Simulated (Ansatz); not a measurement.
# What a trial cell of CaSe2 relaxes into

Level of theory: DFT PBE, scalar-relativistic, plane waves, PAW in Ansatz 0.2.0. Cutoff 420 eV, Γ-centred k mesh, Gaussian smearing, no spin polarisation in the final step.

The start puts CaSe2 on the cubic Laves (C15) structure type (Fd-3m, No. 227), with Ca in place of Mg, Se in place of Cu, at a guessed volume.

```
Ca Se
1.0
     0.00000    4.32971    4.32971
     4.32971    0.00000    4.32971
     4.32971    4.32971    0.00000
Ca Se
2 4
Direct
  0.00000 0.00000 0.00000
  0.25000 0.25000 0.25000
  0.62500 0.62500 0.62500
  0.12500 0.62500 0.62500
  0.62500 0.62500 0.12500
  0.62500 0.12500 0.62500
```

Cell and atoms relax at zero pressure; the relaxation can't lower the symmetry of the start.

The zero of energy is the elements' standard structures at the same level; no fitted shifts are applied.

**Question.** Which crystal results?

**Answer.** It keeps Fd-3m (No. 227). The result has the cubic Laves (C15) structure. Conventional cell: a = 8.466 Å. Around Ca lie 12 Se at 3.51 Å and 4 Ca at 3.67 Å; Se has 6 Se at 2.99 Å and 6 Ca at 3.51 Å.

```cif
data_structure
_symmetry_space_group_name_H-M 'Fd-3m:1'
_symmetry_Int_Tables_number 227
_cell_length_a 8.4661
_cell_length_b 8.4661
_cell_length_c 8.4661
_cell_angle_alpha 90.000
_cell_angle_beta 90.000
_cell_angle_gamma 90.000
_cell_volume 606.81
loop_
_atom_site_label
_atom_site_type_symbol
_atom_site_symmetry_multiplicity
_atom_site_Wyckoff_symbol
_atom_site_fract_x
_atom_site_fract_y
_atom_site_fract_z
_atom_site_occupancy
Ca1 Ca 8 a 0.50000 0.00000 0.50000 1
Se1 Se 16 d 0.12500 0.62500 0.12500 1
```

**Question.** What are its volume, energy, density and gap?

**Answer.** The volume per atom is 25.28 Å³, the density is 4.34 g/cm³ and the energy over the elements is -0.39 eV/atom. The gap on the 8×8×8 mesh is 0 eV (a metal).

The final run used a 8×8×8 mesh on its 6-atom cell and 0.10 eV smearing. For metals, differences of a few meV/atom aren't resolved. Symmetry constrained the relaxation, so the result can be a saddle point. The steps took about 60 core-seconds in all.

Cost: 3 runs of about 1 core-minutes in all, on Intel Xeon (Skylake/Cascade Lake) (shared hosts).